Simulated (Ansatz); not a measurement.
# NiO in Ansatz: the effect of functional

The system is NiO.

```
Ni O
1.0
     0.00000    2.08590    2.08590
     2.08590    0.00000    2.08590
     2.08590    2.08590    0.00000
Ni O
1 1
Direct
  0.00000 0.00000 0.00000
  0.50000 0.50000 0.50000
```

Alike in all runs:

- Program: Ansatz 0.2.0
- Task: projected density of states
- Potentials or basis: Ansatz PAW
- k mesh: 6 × 6 × 6
- Occupations: fermi-dirac, width 0.05 eV
- Spin: collinear spin, ferromagnetic start
- Starting moments: [1.0, 0.0] μB

```csv
functional,cutoff,pressure (GPa),moment (μB)
LDA,420 eV (not typed: the program's choice for these potentials),-20.5,0.00
PBE,420 eV (not typed: the program's choice for these potentials),5.6,1.73
PBEsol,420 eV (not typed: the program's choice for these potentials),-4.9,1.70
RPBE,420 eV (not typed: the program's choice for these potentials),12.4,1.77
revPBE,420 eV (not typed: the program's choice for these potentials),10.5,1.76
BLYP,420 eV (not typed: the program's choice for these potentials),14.0,1.72
r2SCAN,500 eV (not typed: the program's choice for these potentials),2.7,2.00
r2SCAN0,500 eV (not typed: the program's choice for these potentials),?,?
```

Problem. What does the run with functional r2SCAN0 give?

Solution. Pressure 0.1 GPa; moment 2.00 μB.

Caveats: all runs use coarse meshes; the PAW data sets come from PBE, with cores solved anew for the run's functional, which leaves a small shift of forces and pressure (some runs); a cell with one magnetic atom can't hold antiferromagnetic order, which such compounds often take (some runs); semilocal functionals often make such compounds metallic where correlation or magnetic order opens a gap, which also shifts bond lengths (some runs); the magnetic or orbital state may not be the lowest (some runs); the starting moments weren't kept (some runs); the thresholds are loose for stress (some runs).
